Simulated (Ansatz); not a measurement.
Crystal: TiC.

```
Ti C
1.0
     0.00000    2.16572    2.16572
     2.16572    0.00000    2.16572
     2.16572    2.16572    0.00000
Ti C
1 1
Direct
  0.00000 0.00000 0.00000
  0.50000 0.50000 0.50000
```

The cell is a database's computed one.

| Item | Value |
| --- | --- |
| Program | Ansatz 0.2.0 |
| Task | relaxation of cell and atoms |
| Functional | RPBE |
| Potentials or basis | all-electron LAPW, scalar-relativistic |
| Basis error allowed | 0.001 eV/atom |
| k mesh | 11 × 11 × 11 |
| Occupations | fermi-dirac, width 0.05 eV |
| Spin | no spin polarisation |

At the start: volume 10.16 Å³/atom.

How do energy, volume and symmetry change on relaxing?

Over 4 steps the energy falls by 2.9 meV/atom and the volume is 10.35 Å³/atom (+1.9 %); space group Fm-3m (No. 225, to 0.05 Å).

Step by step:
| step | energy change (eV) | largest force (eV/Å) | volume (Å³) |
| --- | --- | --- | --- |
| 1 | 0.0000 | 0.0000 | 20.32 |
| 2 | -0.0057 | 0.0000 | 20.66 |
| 3 | -0.0058 | 0.0000 | 20.71 |
| 4 | -0.0058 | 0.0000 | 20.71 |

Final structure:
```xyz
2
Lattice="0.0000 2.1796 2.1796 2.1796 0.0000 2.1796 2.1796 2.1796 0.0000" Properties=species:S:1:pos:R:3 pbc="T T T"
Ti    0.0000    0.0000    0.0000
C     2.1796    2.1796    2.1796
```
